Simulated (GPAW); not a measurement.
Input of a GPAW 26.7.0 run:

The input run.py:

```python
from ase import Atoms
from ase.dft.bandgap import bandgap
from ase.io import write
from ase.units import GPa
from gpaw import GPAW, PW, setup_paths

setup_paths.insert(0, '.')

atoms = Atoms(['Cd', 'Cd', 'As', 'As', 'As', 'As', 'Ge', 'Ge'],
              cell=[[-2.9888745628, 2.9888745628, 5.6642966801],
                    [2.9888745628, -2.9888745628, 5.6642966801],
                    [2.9888745628, 2.9888745628, -5.6642966801]],
              scaled_positions=[[0.5, 0.5, 0.0],
                                [0.25, 0.75, 0.5],
                                [0.09621757, 0.125, 0.47121757],
                                [0.375, 0.90378243, 0.02878243],
                                [0.65378243, 0.625, 0.52878243],
                                [0.875, 0.34621757, 0.97121757],
                                [0.75, 0.25, 0.5],
                                [0.0, 0.0, 0.0]],
              pbc=True)

calc = GPAW(mode=PW(600),
            xc='PBEsol',
            kpts={'size': (4, 4, 4), 'gamma': True},
            occupations={'name': 'fermi-dirac', 'width': 0.05},
            nbands=45,
            convergence={'density': 1e-05, 'energy': 1e-05},
            maxiter=150,
            txt='gpaw.txt')
atoms.calc = calc
energy = atoms.get_potential_energy()
forces = atoms.get_forces()
stress = atoms.get_stress()
calc.write('gs.gpw')
write('result.traj', atoms)
print(f'Energy: {energy:.6f} eV')
print('Forces (eV/A):')
print(forces.round(4))
print('Stress (GPa):', (stress / GPa).round(3))
print('Fermi level:', round(calc.get_fermi_level(), 4), 'eV')
print(f'Gap: {bandgap(calc)[0]:.4f} eV, direct: {bandgap(calc, direct=True)[0]:.4f} eV')

path = atoms.cell.bandpath('GXYSGZS1NPY1Z,XP', npoints=80, eps=1e-4)
bs_calc = calc.fixed_density(kpts=path, symmetry='off', nbands=78,
                             convergence={'bands': 'CBM+6.0', 'eigenstates': 1e-6}, txt='bands.txt')
bs = bs_calc.band_structure()
bs.write('bs.json')
print(f'Gap on the path: {bandgap(bs_calc)[0]:.4f} eV')
```

Potentials or basis: PAW data sets generated in the run's folder for this functional, pw.

Command:

```bash
$ gpaw-setup -f PBEsol As Cd Ge
$ OMP_NUM_THREADS=1 python run.py
```

Task: What does it give for the band gap on the k mesh?

Result: 0.22 eV, direct.

Task: Predict the pressure.

Result: -0.7 GPa.

Task: Predict the band gap along the path.

Result: 0.04 eV, indirect (least direct gap 0.20 eV).

Levels at the corners of the path, in eV from the valence-band top:
| point | band 24 | band 25 | band 26 | band 27 | band 28 | band 29 |
| --- | --- | --- | --- | --- | --- | --- |
| Γ | -0.31 | -0.18 | -0.18 | 0.04 | 1.21 | 1.64 |
| X | -1.12 | -0.62 | -0.62 | 0.59 | 0.59 | 2.37 |
| Y | -1.22 | -0.95 | -0.95 | 1.00 | 1.00 | 2.83 |
| S | -1.81 | -1.05 | -0.53 | 1.33 | 1.90 | 2.02 |
| Γ | -0.31 | -0.18 | -0.18 | 0.04 | 1.21 | 1.64 |
| Z | -1.89 | -1.03 | -1.03 | 1.32 | 1.32 | 1.52 |
| S1 | -1.81 | -1.05 | -0.53 | 1.33 | 1.90 | 2.02 |
| N | -1.58 | -1.29 | -0.71 | 1.72 | 1.95 | 2.58 |
| P | -1.06 | -1.02 | -1.02 | 1.33 | 1.33 | 1.93 |
| Y1 | -1.22 | -0.95 | -0.95 | 1.00 | 1.00 | 2.83 |
| Z | -1.89 | -1.03 | -1.03 | 1.32 | 1.32 | 1.52 |
| X | -1.12 | -0.62 | -0.62 | 0.59 | 0.59 | 2.37 |
| P | -1.06 | -1.02 | -1.02 | 1.33 | 1.33 | 1.93 |

Caveat: the mesh misses the band edges, which the band path finds closer together.

**Measured values to compare with.**

A printed reference work, data compilation, original work of 1975 reports, for a bulk crystal of CdGeAs2 at 300 K: band gap 0.57 eV (direct).

Measured direct gap of CdGeAs2: 0.57 eV (direct; 300 K; a printed reference work, data compilation, original work of 1975). This calculation gives 0.20 eV (-0.37 eV). Spin-orbit coupling on As, Cd, Ge is left out. The value is that of PBEsol, without temperature or zero-point motion. Semilocal functionals fall short of measured gaps as a rule. The cell is a database's relaxed one, not the measured one, which moves gaps too.
